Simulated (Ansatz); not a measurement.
Data:

GeO2:
```
GeO2
1.0
    4.41054     0.00000     0.00000
    0.00000     4.41054     0.00000
    0.00000     0.00000     2.87016
Ge O
2 4
Direct
  0.50000   0.50000   0.50000
  0.00000   0.00000   0.00000
  0.69399   0.69399   0.00000
  0.30601   0.30601   0.00000
  0.80601   0.19399   0.50000
  0.19399   0.80601   0.50000
```

This is the r²SCAN-relaxed structure.

Problem. All from r²SCAN in the plane-wave PAW code Ansatz, unless another level is named. Predict the hole effective mass.

Solution. 1.1, 1.1, 1.7 mₑ (principal values).

Problem. Predict the gap with spin–orbit coupling.

Solution. 2.52 eV.

Problem. What about the band gap?

Solution. 2.51 eV (direct).

Space group P4_2/mnm (rutile). The cell was relaxed with r²SCAN under the symmetry of its start; of distortions, only those at the zone centre were tested. Scalar-relativistic: spin–orbit coupling is off unless named, which matters more the heavier the elements.

Potentials: the later of the program's two PAW sets.
